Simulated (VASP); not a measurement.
# ZnS (Wurtzite-4H) (P6_3mc) in VASP: notebook

One crystal, ZnS (Wurtzite-4H), is run at these levels: PBE, revPBE, BLYP; tasks: band structure.

Everything below comes from runs of VASP 6.6.1. Logs are shortened: lines on timing, memory, paths and dates and some standing lists are left out, and cuts for length are marked.

**What was measured.**

From a printed reference work, monograph, for a bulk crystal of ZnS at 4 K: band gap 3.911 eV (direct).

The results are compared with them further down.

## (1) The crystal as given

Symmetry: P6_3mc, No. 186, hexagonal system. Conventional cell: a = 3.823 Å, b = 3.823 Å, c = 12.520 Å, α = 90.00°, β = 90.00°, γ = 120.00°. Around Zn (site symmetry 3m) lie 4 S at 2.34 to 2.35 Å. Zn (site symmetry 3m) has 4 S at 2.34 to 2.35 Å as nearest neighbours. Around S (site symmetry 3m) lie 4 Zn at 2.34 to 2.35 Å. Around S (site symmetry 3m) lie 4 Zn at 2.34 to 2.35 Å.

## (2) Band structure, PBE

POSCAR

```
ZnS
1.0
    3.8227000000      0.0000000000      0.0000000000
   -1.9113500000      3.3105553110      0.0000000000
    0.0000000000      0.0000000000     12.5200000000
Zn S
4 4
Direct
    0.6666666667      0.3333333333      0.7500000000
    0.3333333333      0.6666666667      0.2500000000
    0.0000000000      0.0000000000      0.5000000000
    0.0000000000      0.0000000000      0.0000000000
    0.6666666667      0.3333333333      0.9375000000
    0.3333333333      0.6666666667      0.4375000000
    0.0000000000      0.0000000000      0.6875000000
    0.0000000000      0.0000000000      0.1875000000
```

INCAR.step1

```
PREC = Accurate ; ENCUT = 520
EDIFF = 1E-6 ; ISMEAR = -1
SIGMA = 0.05 ; LREAL = False
LASPH = True ; NELM = 60
ALGO = Fast ; ISIF = 2
LWAVE = False ; LCHARG = True
GGA = PE
```

KPOINTS.step1

```
regular mesh
0
Gamma
  8 8 3
```

INCAR.step2

```
PREC = Accurate ; ENCUT = 520
EDIFF = 1E-6 ; ISMEAR = 0
SIGMA = 0.05 ; LREAL = False
LASPH = True ; NELM = 60
ALGO = Fast ; ISIF = 2
LWAVE = False ; LCHARG = False
GGA = PE ; ICHARG = 11
```

KPOINTS.step2

```
path GMKGALHA,LM,KH
15
line-mode
reciprocal
 0.0000000000  0.0000000000  0.0000000000  G
 0.5000000000  0.0000000000  0.0000000000  M

 0.5000000000  0.0000000000  0.0000000000  M
 0.3333333333  0.3333333333  0.0000000000  K

 0.3333333333  0.3333333333  0.0000000000  K
 0.0000000000  0.0000000000  0.0000000000  G

 0.0000000000  0.0000000000  0.0000000000  G
 0.0000000000  0.0000000000  0.5000000000  A

 0.0000000000  0.0000000000  0.5000000000  A
 0.5000000000  0.0000000000  0.5000000000  L

 0.5000000000  0.0000000000  0.5000000000  L
 0.3333333333  0.3333333333  0.5000000000  H

 0.3333333333  0.3333333333  0.5000000000  H
 0.0000000000  0.0000000000  0.5000000000  A

 0.5000000000  0.0000000000  0.5000000000  L
 0.5000000000  0.0000000000  0.0000000000  M

 0.3333333333  0.3333333333  0.0000000000  K
 0.3333333333  0.3333333333  0.5000000000  H
```

Potentials or basis: VASP PAW PBE potentials, release 54 (Zn, S).

Command:

```console
> cat potpaw_PBE.54/Zn/POTCAR potpaw_PBE.54/S/POTCAR > POTCAR
> cp INCAR.step1 INCAR
> cp KPOINTS.step1 KPOINTS
> mpirun -np 1 vasp_std > vasp.out
> cp INCAR.step2 INCAR
> cp KPOINTS.step2 KPOINTS
> mpirun -np 1 vasp_std > vasp.out
```

OUTCAR:

```text
PREC = Accurate
   ENCUT = 520
   EDIFF = 1E-6
   ISMEAR = 0
   LREAL = False
   LASPH = True
   NELM = 60
   ISIF = 2
   GGA = PE
   ICHARG = 11

 ion  position               nearest neighbor table
   1  0.667  0.333  0.750-   7 2.34   7 2.34   7 2.34   5 2.35
   2  0.333  0.667  0.250-   8 2.34   8 2.34   8 2.34   6 2.35
   3  0.000  0.000  0.500-   6 2.34   6 2.34   6 2.34   7 2.35
   4  0.000  0.000  0.000-   5 2.34   5 2.34   5 2.34   8 2.35
   5  0.667  0.333  0.938-   4 2.34   4 2.34   4 2.34   1 2.35
   6  0.333  0.667  0.438-   3 2.34   3 2.34   3 2.34   2 2.35
   7  0.000  0.000  0.688-   1 2.34   1 2.34   1 2.34   3 2.35
   8  0.000  0.000  0.188-   2 2.34   2 2.34   2 2.34   4 2.35

  LATTYP: Found a hexagonal cell.
 ALAT       =     3.8227000000
 C/A-ratio  =     3.2751719988

  Lattice vectors:

 A1 = (   3.8227000000,   0.0000000000,   0.0000000000)
 A2 = (  -1.9113500000,   3.3105553110,   0.0000000000)
 A3 = (   0.0000000000,   0.0000000000,  12.5200000000)

Analysis of symmetry for initial positions (statically):
=====================================================================
 Subroutine PRICEL returns:
 Original cell was already a primitive cell.

 Routine SETGRP: Setting up the symmetry group for a
 hexagonal supercell.

 Subroutine GETGRP returns: Found 12 space group operations
 (whereof  6 operations were pure point group operations)
 out of a pool of 24 trial point group operations.

The static configuration has the point symmetry C_3v.
 The point group associated with its full space group is C_6v.

Analysis of symmetry for dynamics (positions and initial velocities):
=====================================================================
 Subroutine PRICEL returns:
 Original cell was already a primitive cell.

 Routine SETGRP: Setting up the symmetry group for a
 hexagonal supercell.

 Subroutine GETGRP returns: Found 12 space group operations
 (whereof  6 operations were pure point group operations)
 out of a pool of 24 trial point group operations.

The dynamic configuration has the point symmetry C_3v.
 The point group associated with its full space group is C_6v.

 Subroutine INISYM returns: Found 12 space group operations
 (whereof  6 operations are pure point group operations),
 and found     1 'primitive' translations

----------------------------------------------------------------------------------------

                                     Primitive cell

  volume of cell :     158.4439

  direct lattice vectors                    reciprocal lattice vectors
     3.822700000  0.000000000  0.000000000     0.261595208  0.151032064  0.000000000
    -1.911350000  3.310555311  0.000000000     0.000000000  0.302064127  0.000000000
     0.000000000  0.000000000 12.520000000     0.000000000  0.000000000  0.079872204

  length of vectors
     3.822700000  3.822700000 12.520000000     0.302064127  0.302064127  0.079872204

  position of ions in fractional coordinates (direct lattice)
     0.666666667  0.333333333  0.750000000
     0.333333333  0.666666667  0.250000000
     0.000000000  0.000000000  0.500000000
     0.000000000  0.000000000  0.000000000
     0.666666667  0.333333333  0.937500000
     0.333333333  0.666666667  0.437500000
     0.000000000  0.000000000  0.687500000
     0.000000000  0.000000000  0.187500000

  ion indices of the primitive-cell ions
   primitive index   ion index
                 1           1
                 2           2
                 3           3
                 4           4
                 5           5
                 6           6
                 7           7
                 8           8

----------------------------------------------------------------------------------------

 KPOINTS: path GMKGALHA,LM,KH

Interpolating k-points between supplied coordinates.

 Line segments in fractional coordinates (reciprocal lattice):
    0.000000  0.000000  0.000000  ...  0.500000  0.000000  0.000000
    0.500000  0.000000  0.000000  ...  0.333333  0.333333  0.000000
    0.333333  0.333333  0.000000  ...  0.000000  0.000000  0.000000
    0.000000  0.000000  0.000000  ...  0.000000  0.000000  0.500000
    0.000000  0.000000  0.500000  ...  0.500000  0.000000  0.500000
    0.500000  0.000000  0.500000  ...  0.333333  0.333333  0.500000
    0.333333  0.333333  0.500000  ...  0.000000  0.000000  0.500000
    0.500000  0.000000  0.500000  ...  0.500000  0.000000  0.000000
    0.333333  0.333333  0.000000  ...  0.333333  0.333333  0.500000

 Generated    15 points on each line segment, for a total of    135 k-points:

 Following reciprocal coordinates:
            Coordinates               Weight
  0.000000  0.000000  0.000000      0.007407
  0.035714  0.000000  0.000000      0.007407
  0.071429  0.000000  0.000000      0.007407
  0.107143  0.000000  0.000000      0.007407
  0.142857  0.000000  0.000000      0.007407
  0.178571  0.000000  0.000000      0.007407
[... 16 lines left out ...]
  0.416667  0.166667  0.000000      0.007407
  0.404762  0.190476  0.000000      0.007407
 [... further k-points ...]
   k-points           NKPTS =    135   k-points in BZ     NKDIM =    135   number of bands    NBANDS=     43
   number of dos      NEDOS =    301   number of ions     NIONS =      8
   total plane-waves  NPLWV =  75264
   dimension x,y,z NGX =    28 NGY =   28 NGZ =   96
   dimension x,y,z NGXF=    56 NGYF=   56 NGZF=  192
   ions per type =               4   4
   NGX,Y,Z   is equivalent  to a cutoff of  12.18, 12.18, 12.75 a.u.
   NGXF,Y,Z  is equivalent  to a cutoff of  24.35, 24.35, 25.49 a.u.
 SYSTEM =  unknown system
   PREC   = accura    normal or accurate (medium, high low for compatibility)
   ISTART =      0    job   : 0-new  1-cont  2-samecut
   ICHARG =     11    charge: 1-file 2-atom 10-const
   ISPIN  =      1    spin polarized calculation?
   LNONCOLLINEAR =      F non collinear calculations
   LSORBIT =      F    spin-orbit coupling
   LASPH  =      T    aspherical Exc in radial PAW
   ENCUT  =  520.0 eV  38.22 Ry    6.18 a.u.   7.11  7.11 23.28*2*pi/ulx,y,z
   NELM   =     60;   NELMIN=  2; NELMDL=  0     # of ELM steps
   EDIFF  = 0.1E-05   stopping-criterion for ELM
   LREAL  =      F    real-space projection
   EDIFFG = 0.1E-04   stopping-criterion for IOM
   NSW    =      0    number of steps for IOM
   IBRION =     -1    ionic relax: 0-MD 1-quasi-New 2-CG
   NFREE  =      0    steps in history (QN), initial steepest desc. (CG)
   ISIF   =      2    stress and relaxation
   ISYM   =      2    0-nonsym 1-usesym 2-fastsym
   POTIM  = 0.5000    time-step for ionic-motion
   TEBEG  =    0.0;   TEEND  =   0.0 temperature during run
   PSTRESS=    0.0 pullay stress
   NELECT =      72.0000    total number of electrons
   NUPDOWN=      -1.0000    fix difference up-down
   EMIN   =  10.00;   EMAX   =-10.00  energy-range for DOS
   EFERMI =   0.00;   METHOD = LEGACY
   ISMEAR =     0;   SIGMA  =   0.05  broadening in eV -4-tet -1-fermi 0-gaus
   EFERMI_NEDOS =   21; number of points for ismear=-14 and -15
   IALGO  =     68    algorithm
   IMIX   =      4    mixing-type and parameters
     AMIX     =   0.40;   BMIX     =  1.00
     AMIX_MAG =   1.60;   BMIX_MAG =  1.00
  volume/ion in A,a.u.               =      19.81       133.65
  Fermi-wavevector in a.u.,A,eV,Ry     =   1.258618  2.378443 21.553244  1.584119
  Thomas-Fermi vector in A             =   2.392218
   LORBIT       =      0    0 simple, 1 ext, 2 COOP (PROOUT), +10 PAW based schemes
   GGA     = PE    functional components
   LHFCALC =     F    Hartree Fock is set to
   AEXX    =    0.0000 exact exchange contribution
   IVDW    =     0    specifies the selected vdW correction
   LEPSILON=     F    determine dielectric tensor
   LRPA    =     F    only Hartree local field effects (RPA)
 non-spin polarized calculation
 RMM-DIIS sequential band-by-band and
 Gauss-broadening in eV      SIGMA  =   0.05
  energy-cutoff  :      520.00
  volume of cell :      158.44
 maximum number of plane-waves:      4304

 number of electron      71.9999983 magnetization

 Free energy of the ion-electron system (eV)
  ---------------------------------------------------
  ext. energy  EPLUGINS =         0.00000000
  ---------------------------------------------------
  free energy    TOTEN  =       -25.70501349 eV

  energy without entropy =      -25.70501349  energy(sigma->0) =      -25.70501349

 E-fermi :   2.3161     XC(G=0):  -9.6083

 val. band max:        2.0784696203   @ k =   0.0000   0.0000   0.0000
 cond. band min:       4.2108135380   @ k =   0.0000   0.0000   0.0000
 fundamental gap:      2.1323439176
 Fermi energy:         2.3160581388

 k-point     1 :       0.0000    0.0000    0.0000
  band No.  band energies     occupation
      1     -11.0467      2.00000
      2     -10.6331      2.00000
      3     -10.6213      2.00000
      4     -10.1271      2.00000
      5      -4.2464      2.00000
      6      -4.2428      2.00000
[... 35 lines left out ...]
     42       8.4923      0.00000
     43       8.5795      0.00000

 k-point     2 :       0.0357    0.0000    0.0000
  band No.  band energies     occupation
      1     -11.0381      2.00000
      2     -10.6259      2.00000
      3     -10.6141      2.00000
      4     -10.1221      2.00000
      5      -4.2455      2.00000
      6      -4.2426      2.00000
[... 35 lines left out ...]
     42       8.5584      0.00000
     43       8.5903      0.00000

 k-point     3 :       0.0714    0.0000    0.0000
  band No.  band energies     occupation
      1     -11.0123      2.00000
      2     -10.6045      2.00000
      3     -10.5927      2.00000
      4     -10.1076      2.00000
      5      -4.2463      2.00000
      6      -4.2391      2.00000
[... 35 lines left out ...]
     42       8.4936      0.00000
     43       8.6205      0.00000

 k-point     4 :       0.1071    0.0000    0.0000
  band No.  band energies     occupation
      1     -10.9700      2.00000
      2     -10.5696      2.00000
      3     -10.5578      2.00000
      4     -10.0843      2.00000
      5      -4.2498      2.00000
      6      -4.2344      2.00000
[... 863 lines left out ...]
     42       7.8019      0.00000
     43       8.0067      0.00000

 k-point    23 :       0.4167    0.1667    0.0000
  band No.  band energies     occupation
      1     -10.0553      2.00000
      2      -9.9380      2.00000
      3      -9.9320      2.00000
      4      -9.8190      2.00000
      5      -4.2188      2.00000
      6      -4.1554      2.00000
[... 35 lines left out ...]
     42       7.7299      0.00000
     43       8.0916      0.00000

 k-point    24 :       0.4048    0.1905    0.0000
  band No.  band energies     occupation
      1     -10.0345      2.00000
      2      -9.9282      2.00000
      3      -9.9226      2.00000
      4      -9.8224      2.00000
      5      -4.2059      2.00000
      6      -4.1564      2.00000
[... 35 lines left out ...]
     42       7.6866      0.00000
     43       8.3008      0.00000

 [... further k-points ...]

------------------------ aborting loop because EDIFF is reached ----------------------------------------

  FORCE on cell =-STRESS in cart. coord.  units (eV):
  Direction    XX          YY          ZZ          XY          YZ          ZX
  --------------------------------------------------------------------------------------
  -------------------------------------------------------------------------------------
  Total        6.5982604      6.5982604      3.6096910      0.0000000      0.0000000      0.0000000
  in kB       66.7213218     66.7213218     36.5010378      0.0000000      0.0000000      0.0000000
  external PRESSURE =      56.6478938 kB  Pullay stress =       0.0000000 kB

 VOLUME and BASIS-vectors are now :
 -----------------------------------------------------------------------------
  energy-cutoff  :      520.00
  volume of cell :      158.44
      direct lattice vectors                 reciprocal lattice vectors
     3.822700000  0.000000000  0.000000000     0.261595208  0.151032064  0.000000000
    -1.911350000  3.310555311  0.000000000     0.000000000  0.302064127  0.000000000
     0.000000000  0.000000000 12.520000000     0.000000000  0.000000000  0.079872204

 POSITION                                       TOTAL-FORCE (eV/Angst)
 -----------------------------------------------------------------------------------
      1.91135      1.10352      9.39000        -0.000000      0.000000      0.230449
     -0.00000      2.20704      3.13000         0.000000     -0.000000      0.230449
      0.00000      0.00000      6.26000         0.000000      0.000000      0.240588
      0.00000      0.00000      0.00000        -0.000000      0.000000      0.240588
      1.91135      1.10352     11.73750        -0.000000      0.000000     -0.218178
     -0.00000      2.20704      5.47750        -0.000000      0.000000     -0.218178
      0.00000      0.00000      8.60750         0.000000      0.000000     -0.252859
      0.00000      0.00000      2.34750        -0.000000      0.000000     -0.252859
 -----------------------------------------------------------------------------------
    total drift:                               -0.000001     -0.000002     -0.125357

  FREE ENERGIE OF THE ION-ELECTRON SYSTEM (eV)
  ---------------------------------------------------
  free  energy   TOTEN  =       -25.7050134896 eV

  energy  without entropy=      -25.7050134896  energy(sigma->0) =      -25.70501349
```

Run time: 7.8 min. Hardware: 1 thread of AMD EPYC 9R45 (Zen 5), shared host; peak memory 0.7 GiB.

What came out:

```yaml
Band_gap_on_the_k_mesh: 2.13 eV, direct
Band_gap_along_the_path: 2.13 eV, direct
```

Levels at the corners of the path, in eV from the valence-band top:
| point | band 34 | band 35 | band 36 | band 37 | band 38 | band 39 |
| --- | --- | --- | --- | --- | --- | --- |
| Γ | -0.04 | 0.00 | 0.00 | 2.13 | 3.19 | 3.39 |
| M | -1.57 | -1.10 | -0.87 | 3.31 | 3.37 | 3.77 |
| M | -1.57 | -1.10 | -0.87 | 3.31 | 3.37 | 3.77 |
| K | -1.75 | -1.75 | -1.32 | 4.51 | 4.92 | 4.92 |
| K | -1.75 | -1.75 | -1.32 | 4.51 | 4.92 | 4.92 |
| Γ | -0.04 | 0.00 | 0.00 | 2.13 | 3.19 | 3.39 |
| Γ | -0.04 | 0.00 | 0.00 | 2.13 | 3.19 | 3.39 |
| A | -0.14 | -0.14 | -0.14 | 2.99 | 2.99 | 3.32 |
| A | -0.14 | -0.14 | -0.14 | 2.99 | 2.99 | 3.32 |
| L | -1.49 | -1.10 | -1.10 | 3.70 | 3.70 | 4.03 |
| L | -1.49 | -1.10 | -1.10 | 3.70 | 3.70 | 4.03 |
| H | -1.79 | -1.60 | -1.60 | 4.39 | 4.39 | 5.20 |
| H | -1.79 | -1.60 | -1.60 | 4.39 | 4.39 | 5.20 |
| A | -0.14 | -0.14 | -0.14 | 2.99 | 2.99 | 3.32 |
| L | -1.49 | -1.10 | -1.10 | 3.70 | 3.70 | 4.03 |
| M | -1.57 | -1.10 | -0.87 | 3.31 | 3.37 | 3.77 |
| K | -1.75 | -1.75 | -1.32 | 4.51 | 4.92 | 4.92 |
| H | -1.79 | -1.60 | -1.60 | 4.39 | 4.39 | 5.20 |

Caveat: the log is that of the step along the path at fixed density, whose energy, stress, charges and moments have no meaning.

## (3) Band structure, PBE

INCAR

```
SYSTEM = ZnS
  PREC = Accurate
  ENCUT = 500
  EDIFF = 1E-6
  ISMEAR = -1
  SIGMA = 0.05
  LREAL = .FALSE.
  LASPH = .TRUE.
  NELM = 80
  ALGO = Fast
  ISIF = 2
  LWAVE = .FALSE.
  LCHARG = .FALSE.
  GGA = PE
```

KPOINTS

```
regular mesh
0
G
  8 8 3
  0 0 0
```

POSCAR is that of step 2.

KPOINTS_OPT

```
path GMKGALHA,LM,KH
10
line-mode
reciprocal
 0.0000000000  0.0000000000  0.0000000000  G
 0.5000000000  0.0000000000  0.0000000000  M

 0.5000000000  0.0000000000  0.0000000000  M
 0.3333333333  0.3333333333  0.0000000000  K

 0.3333333333  0.3333333333  0.0000000000  K
 0.0000000000  0.0000000000  0.0000000000  G

 0.0000000000  0.0000000000  0.0000000000  G
 0.0000000000  0.0000000000  0.5000000000  A

 0.0000000000  0.0000000000  0.5000000000  A
 0.5000000000  0.0000000000  0.5000000000  L

 0.5000000000  0.0000000000  0.5000000000  L
 0.3333333333  0.3333333333  0.5000000000  H

 0.3333333333  0.3333333333  0.5000000000  H
 0.0000000000  0.0000000000  0.5000000000  A

 0.5000000000  0.0000000000  0.5000000000  L
 0.5000000000  0.0000000000  0.0000000000  M

 0.3333333333  0.3333333333  0.0000000000  K
 0.3333333333  0.3333333333  0.5000000000  H
```

Potentials or basis: VASP PAW PBE potentials, release 54 (Zn, S).

Command:

```console
> cat potpaw_PBE.54/Zn/POTCAR potpaw_PBE.54/S/POTCAR > POTCAR
> mpirun -np 1 vasp_std > vasp.out
```

Wall time 5.1 min (1 thread of AMD EPYC 9R45 (Zen 5), shared host); peak memory 0.34 GiB.

It converged, with:

```yaml
Free_energy: -27.3831 eV
Pressure: 1.6 GPa
Largest_force: 0.044 eV/Å
Band_gap_on_the_k_mesh: 2.13 eV, direct
Band_gap_along_the_path: 2.13 eV, direct
```

Forces on the atoms (eV/Å):
```
Zn   0.000  0.000  0.008
Zn   0.000  0.000  0.008
Zn   0.000  0.000  0.023
Zn   0.000  0.000  0.023
S    0.000  0.000  0.013
S    0.000  0.000  0.013
S    0.000  0.000 -0.044
S    0.000  0.000 -0.044
```

Stress tensor (GPa, compression positive):
```
1.60 0.00 0.00
0.00 1.60 0.00
0.00 0.00 1.46
```

Levels at the corners of the path, in eV from the valence-band top:
```
point  band 33  band 34  band 35  band 36  band 37  band 38  band 39  band 40
    Γ    -0.45    -0.04     0.00     0.00     2.13     3.19     3.39     3.63
    M    -1.58    -1.57    -1.10    -0.87     3.31     3.37     3.77     4.35
    M    -1.58    -1.57    -1.10    -0.87     3.31     3.37     3.77     4.35
    K    -2.28    -1.75    -1.75    -1.32     4.51     4.92     4.92     5.26
    K    -2.28    -1.75    -1.75    -1.32     4.51     4.92     4.92     5.26
    Γ    -0.45    -0.04     0.00     0.00     2.13     3.19     3.39     3.63
    Γ    -0.45    -0.04     0.00     0.00     2.13     3.19     3.39     3.63
    A    -0.14    -0.14    -0.14    -0.14     2.99     2.99     3.32     3.32
    A    -0.14    -0.14    -0.14    -0.14     2.99     2.99     3.32     3.32
    L    -1.49    -1.49    -1.10    -1.10     3.70     3.70     4.03     4.03
    L    -1.49    -1.49    -1.10    -1.10     3.70     3.70     4.03     4.03
    H    -1.79    -1.79    -1.60    -1.60     4.39     4.39     5.20     5.20
    H    -1.79    -1.79    -1.60    -1.60     4.39     4.39     5.20     5.20
    A    -0.14    -0.14    -0.14    -0.14     2.99     2.99     3.32     3.32
    L    -1.49    -1.49    -1.10    -1.10     3.70     3.70     4.03     4.03
    M    -1.58    -1.57    -1.10    -0.87     3.31     3.37     3.77     4.35
    K    -2.28    -1.75    -1.75    -1.32     4.51     4.92     4.92     5.26
    H    -1.79    -1.79    -1.60    -1.60     4.39     4.39     5.20     5.20
```

[end of part 1 of 3]
